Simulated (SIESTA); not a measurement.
A run of SIESTA 5.4.2 is set up as follows.

Contents of CuAu.fdf:

```
SystemName                      CuAu
SystemLabel                     CuAu
NumberOfSpecies                 2
NumberOfAtoms                   2
%block ChemicalSpeciesLabel
  1  79 Au
  2  29 Cu
%endblock ChemicalSpeciesLabel
%include structure.fdf

%block kgrid.MonkhorstPack
    6   0   0  0.0
    0   6   0  0.0
    0   0   5  0.0
%endblock kgrid.MonkhorstPack
XC.Functional                   GGA
XC.Authors                      PBE
PAO.BasisSize                   DZP
PAO.EnergyShift                 0.003 Ry
Mesh.Cutoff                     800 Ry
OccupationFunction              FD
ElectronicTemperature           0.05 eV
MaxSCFIterations                120
SCF.MustConverge                false
SCF.Mixer.Method                Pulay
SCF.Mixer.Weight                0.25
SCF.Mixer.History               8
SCF.DM.Tolerance                5.0e-05
SCF.H.Tolerance                 1.0e-03 eV
WriteForces                     true
Charge.Mulliken                 end
Charge.Hirshfeld                end
Charge.Voronoi                  end
SaveRho                         true
SaveElectrostaticPotential      true
MD.TypeOfRun                    CG
MD.Steps                        40
MD.MaxForceTol                  0.01 eV/Ang
MD.MaxDispl                     0.1 Ang
WriteCoorStep                   true
AtomCoorFormatOut               Fractional
MD.VariableCell                 true
MD.MaxStressTol                 0.1 GPa
%block PAO.Basis
  Au 5
  n=5 0 2
    2.662 0.000
  n=6 0 2
    7.025 0.000
  n=5 1 2
    3.170 0.000
  n=6 1 1
    7.025
  n=5 2 2
    5.458 0.000
  Cu 5
  n=3 0 2
    2.369 0.000
  n=4 0 2
    7.268 0.000
  n=3 1 2
    2.657 0.000
  n=4 1 1
    7.268
  n=3 2 2
    4.927 0.000
%endblock PAO.Basis
```

structure.fdf

```
LatticeConstant                 1.0 Ang
%block LatticeVectors
     2.8107494552     0.0000000000     0.0000000000
     0.0000000000     2.8107494552     0.0000000000
     0.0000000000     0.0000000000     3.6850000000
%endblock LatticeVectors
AtomicCoordinatesFormat         Fractional
%block AtomicCoordinatesAndAtomicSpecies
     0.0000000000     0.0000000000     0.0000000000  1  Au
     0.5000000000     0.5000000000     0.5000000000  2  Cu
%endblock AtomicCoordinatesAndAtomicSpecies
```

Potentials or basis: PseudoDojo 0.4 standard (PBE files), DZP (energy shift 0.003 Ry; two zetas on semicore shells).

Launch:

```console
$ siesta < CuAu.fdf > CuAu.out 2>&1
```

Question: What does it give for the relaxed volume?

Answer: 14.97 Å³/atom.

Question: Predict the Voronoi charges.

Answer: Au +0.05; Cu -0.05 e.

Question: What does it give for the Hirshfeld charges?

Answer: Au -0.07; Cu +0.07 e.

Question: What does it give for the space group after relaxing (to 0.05 Å)?

Answer: P4/mmm (No. 123).

Final structure:
```
Au Cu
1.0
     3.08139    0.00000    0.00000
     0.00000    3.08139    0.00000
     0.00000    0.00000    3.15268
Au Cu
1 1
Direct
  0.00000 0.00000 0.00000
  0.50000 0.50000 0.50000
```

Caveat: the k mesh is coarse (spacing up to 0.37 Å⁻¹), so the values aren't converged; short orbitals over semicore shells can move pressures by several GPa; the basis of atomic orbitals isn't converged, which shifts pressures, moduli and gaps. PBE usually gives volumes a little too large and moduli too small.
